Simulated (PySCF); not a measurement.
## Deuteron quadrupole couplings in phenylacetylene

Species: phenylacetylene, C8H6.
Numbering: `[CH:1]#[C:2][c:3]1[cH:4][cH:5][cH:6][cH:7][cH:8]1` (hydrogens: H9 on C1; H10 on C4; H11 on C5; H12 on C6; H13 on C7; H14 on C8)

Cartesian coordinates in Å at the PBE0-D3(BJ)/def2-TZVP level; atoms count from 1:
```xyz
14
C8H6 angstrom
C      1.9030    2.1529    1.7128
C      1.2174    1.3792    1.0986
C      0.4078    0.4637    0.3697
C     -0.0795    0.8033   -0.8950
C     -0.8654   -0.0901   -1.6014
C     -1.1748   -1.3293   -1.0585
C     -0.6947   -1.6737    0.1973
C      0.0916   -0.7857    0.9099
H      2.5162    2.8309    2.2572
H      0.1658    1.7720   -1.3127
H     -1.2385    0.1822   -2.5818
H     -1.7905   -2.0268   -1.6142
H     -0.9344   -2.6404    0.6245
H      0.4696   -1.0477    1.8905
```

Level: PBE0/pcSseg-2 (PySCF, non-relativistic); Q(2H) = 0.00286 b; rigid geometry, the same for H and D, with no vibrational averaging.

Q: What are Vzz, η and χzz (234.96 MHz × Q × Vzz) at all hydrogens?

A: 
```
atom  bonded to  bond length (Å)  Vzz (au)     η  χzz (kHz)
  H9         C1            1.064    0.3334  0.00        224
 H10         C4            1.083    0.2943  0.06        198
 H11         C5            1.084    0.2953  0.06        198
 H12         C6            1.084    0.2955  0.06        199
 H13         C7            1.084    0.2953  0.06        198
 H14         C8            1.083    0.2943  0.06        198
```

Q: Give the 2H NMR doublet splittings at H13 for a magnetic field along the z, y and x axes of the gradient: 3χ/2, 3χ(1 + η)/4, 3χ(1 − η)/4.

A: With |χ| = 198.4 kHz and η = 0.062: 298, 158 and 140 kHz, to first order and without motion.

Isolated species at its PBE0-D3(BJ)/def2-TZVP geometry, gas phase.
